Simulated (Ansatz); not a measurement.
The system is SiC (Moissanite).

```
Si C
1.0
     3.07600    0.00000    0.00000
    -1.53800    2.66389    0.00000
     0.00000    0.00000    5.04800
Si C
2 2
Direct
  0.66667 0.33333 0.50000
  0.33333 0.66667 0.00000
  0.66667 0.33333 0.88500
  0.33333 0.66667 0.38500
```

Base run:

| Item | Value |
| --- | --- |
| Program | Ansatz 0.2.0 |
| Functional | PBEsol |
| Potentials or basis | Ansatz PAW |
| Cutoff | 420 eV (not typed: the program's choice for these potentials) |
| k mesh | 10 × 10 × 5 |
| Occupations | fixed |
| Spin | no spin polarisation |

Its results: band gap on the k mesh 2.33 eV, indirect (least direct gap 3.96 eV).

After a change of settings the same cell gave: band gap on the k mesh 2.82 eV, indirect (least direct gap 4.33 eV). Which change was it?
A. functional from PBEsol to LDA; occupations from fixed to gaussian, width 0.05 eV
B. functional from PBEsol to RPBE; occupations from fixed to fermi-dirac, width 0.05 eV
C. functional from PBEsol to revPBE; occupations from fixed to fermi-dirac, width 0.05 eV
D. functional from PBEsol to BLYP; occupations from fixed to gaussian, width 0.05 eV

D.

Caveats: odd divisions of the mesh miss points on the zone boundary, where band edges often lie, so the gap on the mesh can be too wide.

Runs at the PBE level aren't shown here.
